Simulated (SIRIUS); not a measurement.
# Pt (P-1) in SIRIUS: single point with PBE

Aim: the single point of Pt with PBE.

Program: SIRIUS 7.10.0. These are calculated values, not measurements. Logs are shortened: lines on timing, memory, paths and dates and some standing lists are left out, and cuts for length are marked. The log counts tension as positive stress, the text compression.

## 1. The cell of the first run

The typed cell holds 1 atom: a = 2.716 Å, b = 2.785 Å, c = 2.675 Å, α = 110.55°, β = 107.41°, γ = 108.65°.

This isn't the form of Pt at room conditions, which is fcc.

## 2. Single point, PBE (cell strained at random at fixed volume)

Input file sirius.json:

```json
{
  "control": {
    "processing_unit": "cpu",
    "verbosity": 2,
    "num_bands_to_print": 16,
    "print_forces": true,
    "print_stress": true
  },
  "parameters": {
    "electronic_structure_method": "pseudopotential",
    "xc_functionals": ["XC_GGA_X_PBE", "XC_GGA_C_PBE"],
    "gk_cutoff": 9.2,
    "pw_cutoff": 18.4,
    "ngridk": [12, 12, 12],
    "shiftk": [0, 0, 0],
    "smearing": "fermi_dirac",
    "smearing_width": 0.0018374661,
    "num_bands": 16,
    "num_mag_dims": 0,
    "num_dft_iter": 100,
    "energy_tol": 1e-08,
    "density_tol": 1e-06
  },
  "iterative_solver": {
    "type": "davidson",
    "min_tolerance": 1e-09,
    "tolerance_scale": [0.1, 0.25]
  },
  "mixer": {
    "type": "anderson",
    "beta": 0.7,
    "max_history": 8
  },
  "settings": {
    "tol_ne": 1e-10,
    "pseudo_grid_cutoff": 6.5
  },
  "unit_cell": {
    "lattice_vectors": [
      [-2.864643391225, 3.048780194534, 2.972811314598],
      [3.029338692164, -2.998194115904, 3.088315154788],
      [2.848244347915, 2.98103162324, -2.923377968904]
    ],
    "atom_coordinate_units": "lattice",
    "atom_types": ["Pt"],
    "atom_files": {
      "Pt": "Pt.json"
    },
    "atoms": {
      "Pt": [
        [-0.012307, -0.008802, -0.012553]
      ]
    }
  }
}
```

Potentials or basis: PseudoDojo 0.4.1 PBE standard (scalar relativistic).

On the command line:

```console
> upf_to_json Pt.upf
> OMP_NUM_THREADS=1 sirius.scf --input=sirius.json --output=out.json --task=0
```

Standard output:

```text
[info] SIRIUS version : 7.10.0
[info] number of MPI ranks           : 1
[info] MPI grid                      : 1 1
[info] maximum number of OMP threads : 1
[fft] FFT context for density and potential
[fft] =====================================
[fft]   comm size                             : 1
[fft]   plane wave cutoff                     : 18.4
[fft]   grid size                             : 36 36 32   total : 41472
[fft]   grid limits                           : -17 18   -17 18   -15 16
[fft]   number of G-vectors within the cutoff : 5644
[fft]   local number of G-vectors             : 5644
[fft]   number of G-shells                    : 5644
[fft] FFT context for coarse grid
[fft] =====================================
[fft]   comm size                             : 1
[fft]   plane wave cutoff                     : 18.4
[fft]   grid size                             : 36 36 32   total : 41472
[fft]   grid limits                           : -17 18   -17 18   -15 16
[fft]   number of G-vectors within the cutoff : 5644
[fft]   local number of G-vectors             : 5644
[fft]   number of G-shells                    : 5644
[unit cell] lattice vectors
[unit cell]   a1 :      -2.8646433912      3.0487801945      2.9728113146
[unit cell]   a2 :       3.0293386922     -2.9981941159      3.0883151548
[unit cell]   a3 :       2.8482443479      2.9810316232     -2.9233779689
[unit cell] reciprocal lattice vectors
[unit cell]   b1 :      -0.0258499715      1.0335162759      1.0287132552
[unit cell]   b2 :       1.0406945638     -0.0054367165      1.0084037771
[unit cell]   b3 :       1.0731235368      1.0452492348     -0.0378829686
[unit cell] unit cell volume :       107.31510393 [a.u.^3]
[unit cell] 1/sqrt(omega)    :         0.09653162
[unit cell] MT volume        :         0.00000000 ( 0.00%)
[unit cell] IT volume        :       107.31510393 (100.00%)
[unit cell] number of atom types : 1
[unit cell] type id : 0 symbol : Pt mt_radius :  13.730000 num_atoms : 1
[unit cell] total number of atoms : 1
[unit cell] number of symmetry classes : 1
[unit cell] number of PAW atoms : 0
[unit cell] atom id  type id  class id             position                      vector_field
[unit cell] ------------------------------------------------------------------------------------------
[unit cell]      0        0        0     -0.01231  -0.00880  -0.01255      0.00000   0.00000   0.00000
[unit cell] atom id         position (Cartesian, a.u.)
[unit cell] ---------------------------------------------
[unit cell]      0      -0.027163   -0.048552   -0.027073
[unit cell] class id : 0 atom id : 0
[unit cell] minimum bond length:     5.054224
[unit cell] total number of pseudo wave-functions: 10
[sym] space group number   : 2
[sym] international symbol : P-1
[sym] Hall symbol          : -P 1
[sym] space group transformation matrix :
[sym]  -0.0000  0.0000  1.0000
[sym]   1.0000  0.0000  0.0000
[sym]   0.0000  1.0000  0.0000
[sym] space group origin shift :
[sym]   0.5126  0.5123  0.5088
[sym] number of space group operations  : 2
[sym] number of magnetic group operations : 2
[sym] metric tensor error: 0.0000e+00
[sym] rotation matrix error: 4.4409e-16
[sym] symmetry operations
[... list of symmetry operations ...]
[atom type] label          : Pt
[atom type] --------------------------------------------------------------------------------
[atom type] symbol         : Pt
[atom type] name           :
[atom type] zn             : 18
[atom type] mass           : 0
[atom type] mt_radius      : 13.73
[atom type] num_mt_points  : 1374
[... 222 lines left out ...]
[find] Hartree energy of density residual : 6.453945745412e-14
[find] | SCF iteration   9 out of 100|
[diagonalize] iterative solver tolerance (occupied, empty): 7.62464e-09 7.62464e-09
[diagonalize] average number of iterations: 2.53111
[find] Total energy                   :    -130.58845435 (Ha),    -261.17690871 (Ry)
[find] Free energy (E-TS)             :    -130.58871341 (Ha),    -261.17742683 (Ry)
[find] band gap (eV)                  :       0.00000000
[find] Efermi                         :       0.79842751
[find] iteration : 9, RMS : 3.152110783180e-08, energy difference : -7.597122930747e-11
[find] Hartree energy of density residual : 4.052072985462e-14
[find] bands are converged : true
[find] iterative solver converged : false
[find] +------------------------------+
[find] | SCF iteration  10 out of 100|
[find] +------------------------------+
[diagonalize] iterative solver tolerance (occupied, empty): 1.90616e-09 1.90616e-09
[diagonalize] average number of iterations: 2.33641
[diagonalize] Lowest band energies
[diagonalize] ik:    0   -2.808867   -1.116856   -1.116225   -1.115717    0.452912    0.656322    0.673960    0.687794    0.759388    0.771125    1.406873    1.424816    1.449959    1.772530    1.783919    1.794014
[diagonalize] ik:    1   -2.808803   -1.117394   -1.116878   -1.115790    0.462781    0.656257    0.674219    0.691846    0.755211    0.770989    1.415124    1.427990    1.461007    1.684374    1.692678    1.805008
[diagonalize] ik:    2   -2.808626   -1.119954   -1.117716   -1.115826    0.490254    0.653582    0.670356    0.711160    0.747924    0.771005    1.401160    1.422553    1.494662    1.619713    1.633289    1.720178
[diagonalize] ik:    3   -2.808385   -1.123564   -1.118778   -1.115804    0.526526    0.645847    0.671444    0.743990    0.746164    0.772064    1.306741    1.388429    1.551952    1.599823    1.644367    1.654051
[diagonalize] ik:    4   -2.808143   -1.127142   -1.119846   -1.115760    0.552164    0.635466    0.698826    0.750851    0.771886    0.785794    1.184577    1.341240    1.507463    1.620676    1.676333    1.725628
[diagonalize] ...
[diagonalize] ik:  863   -2.807529   -1.131280   -1.122705   -1.118678    0.588203    0.660984    0.677925    0.723464    0.833541    0.921279    1.030565    1.315727    1.362566    1.569419    1.744311    1.774714
[diagonalize] ik:  864   -2.807330   -1.130578   -1.123918   -1.121362    0.601300    0.634417    0.701504    0.725013    0.829320    0.981549    1.030808    1.256570    1.403977    1.523349    1.623318    1.771233
[diagonalize] ik:  865   -2.807131   -1.129988   -1.125370   -1.123659    0.595150    0.603699    0.747539    0.760353    0.825650    1.030167    1.037410    1.188106    1.409489    1.494527    1.509901    1.761968
[diagonalize] ik:  866   -2.806986   -1.129758   -1.126764   -1.124785    0.583865    0.584899    0.789021    0.803515    0.825988    1.054458    1.061977    1.129049    1.320156    1.483443    1.501265    1.741143
[diagonalize] ik:  867   -2.806932   -1.129782   -1.127279   -1.125080    0.578228    0.579486    0.805829    0.817331    0.834032    1.069377    1.073878    1.103530    1.267614    1.481523    1.506056    1.732175
[find] Charges and magnetic moments
[find] --------------------------------------------------------------------------------
[find] total charge          : 18.000000
[find] Energy
[find] --------------------------------------------------------------------------------
[find] valence_eval_sum               :      -5.50025967
[find] <rho|V^{XC}>                   :     -17.03983491
[find] <rho|E^{XC}>                   :     -23.76949078
[find] <mag|B^{XC}>                   :       0.00000000
[find] <rho|V^{H}>                    :      39.85128196
[find] one-electron contribution      :     -28.31170672 (Ha),     -56.62341343 (Ry)
[find] hartree contribution           :      19.92564098
[find] xc contribution                :     -23.76949078
[find] ewald contribution             :     -98.43289786
[find] PAW contribution               :       0.00000000
[find] smearing (-TS)                 :      -0.00025906
[find] SCF correction                 :       0.00000002
[find] Total energy                   :    -130.58845435 (Ha),    -261.17690871 (Ry)
[find] Free energy (E-TS)             :    -130.58871341 (Ha),    -261.17742683 (Ry)
[find] band gap (eV)                  :       0.00000000
[find] Efermi                         :       0.79842759
[find] iteration : 10, RMS : 1.338051174223e-08, energy difference : -1.449507180951e-11
[find] Hartree energy of density residual : 2.046228526075e-15
[find] bands are converged : true
[find] iterative solver converged : true
[find] converged after 11 SCF iterations!
[find] Charges and magnetic moments
[find] --------------------------------------------------------------------------------
[find] total charge          : 18.000000
[find] Energy
[find] --------------------------------------------------------------------------------
[find] valence_eval_sum               :      -5.50025967
[find] <rho|V^{XC}>                   :     -17.03983491
[find] <rho|E^{XC}>                   :     -23.76949078
[find] <mag|B^{XC}>                   :       0.00000000
[find] <rho|V^{H}>                    :      39.85128196
[find] one-electron contribution      :     -28.31170672 (Ha),     -56.62341343 (Ry)
[find] hartree contribution           :      19.92564098
[find] xc contribution                :     -23.76949078
[find] ewald contribution             :     -98.43289786
[find] PAW contribution               :       0.00000000
[find] smearing (-TS)                 :      -0.00025906
[find] SCF correction                 :       0.00000002
[find] Total energy                   :    -130.58845435 (Ha),    -261.17690871 (Ry)
[find] Free energy (E-TS)             :    -130.58871341 (Ha),    -261.17742683 (Ry)
[find] band gap (eV)                  :       0.00000000
[find] Efermi                         :       0.79842759
[ground_state] === stress tensor components [kbar] ===
[ground_state] === stress_kin ===
[ground_state] -68140.458370    2.798244  -26.533278
[ground_state]     2.798244-68194.986687   -9.745788
[ground_state]   -26.533278   -9.745788-68195.495345
[ground_state] === stress_har ===
[ground_state] -18345.073279 -206.262930 1427.344824
[ground_state]  -206.262930-18245.508169  501.880680
[ground_state]  1427.344824  501.880680-18036.633077
[ground_state] === stress_ewald ===
[ground_state] 89726.354614 -441.763980 2964.909677
[ground_state]  -441.76398089877.136077 1036.852692
[ground_state]  2964.909677 1036.85269290255.583497
[ground_state] === stress_vloc ===
[ground_state] 13286.847770  629.930570-4286.279404
[ground_state]   629.93057013065.114789-1500.127433
[ground_state] -4286.279404-1500.12743312478.527480
[ground_state] === stress_xc ===
[ground_state] -17913.569676   -0.594600    4.004262
[ground_state]    -0.594600-17913.843361    1.361930
[ground_state]     4.004262    1.361930-17913.526528
[ground_state] === stress_core ===
[ground_state] 33442.738887   -0.541233    3.382616
[ground_state]    -0.54123333442.649167    1.232154
[ground_state]     3.382616    1.23215433442.228843
[ground_state] === stress_nonloc ===
[ground_state] -32030.928956    1.196255   -6.367853
[ground_state]     1.196255-32030.246117   -2.409600
[ground_state]    -6.367853   -2.409600-32028.304207
[ground_state] === stress_us_nl ===
[ground_state] -32030.928956    1.196255   -6.367853
[ground_state]     1.196255-32030.246117   -2.409600
[ground_state]    -6.367853   -2.409600-32028.304207
[ground_state] === stress_total ===
[ground_state]    25.910989  -15.237673   80.460844
[ground_state]   -15.237673    0.315700   29.044635
[ground_state]    80.460844   29.044635    2.380663
[ground_state] ==== total Forces in Ha/bohr =====
[ground_state] atom:    0, force:       0.0000000      0.0000000      0.0000000
[ground_state] ==== ultrasoft contribution from Qij =====
[ground_state] atom:    0, force:       0.0000000      0.0000000      0.0000000
[ground_state] ==== non-local contribution from Beta-projector =====
[ground_state] atom:    0, force:       0.0000000      0.0000000      0.0000000
[ground_state] ==== contribution from local potential =====
[ground_state] atom:    0, force:       0.0000000      0.0000000      0.0000000
[ground_state] ==== contribution from core density =====
[ground_state] atom:    0, force:       0.0000000      0.0000000      0.0000000
[ground_state] ==== Ewald forces from ions =====
[ground_state] atom:    0, force:       0.0000000      0.0000000      0.0000000
[~DFT_ground_state] local op. applied: 346057
[~DFT_ground_state] evp. work count: 86588.3
[~DFT_ground_state] number of iterative solver steps: 25574
```

Run time: 6.6 min. Hardware: 1 thread of Arm Neoverse V1, shared host; peak memory 2.2 GiB.

Results:

| Quantity | Value |
| --- | --- |
| Free energy | -3553.4999 eV |
| Pressure | -1.0 GPa |
| Band gap on the k mesh | none (metal or under the smearing width) |

Stress tensor (GPa, compression positive):
```
-2.59  1.52 -8.05
 1.52 -0.03 -2.90
-8.05 -2.90 -0.24
```

Spin-orbit coupling is left out, which matters for the levels of Pt.
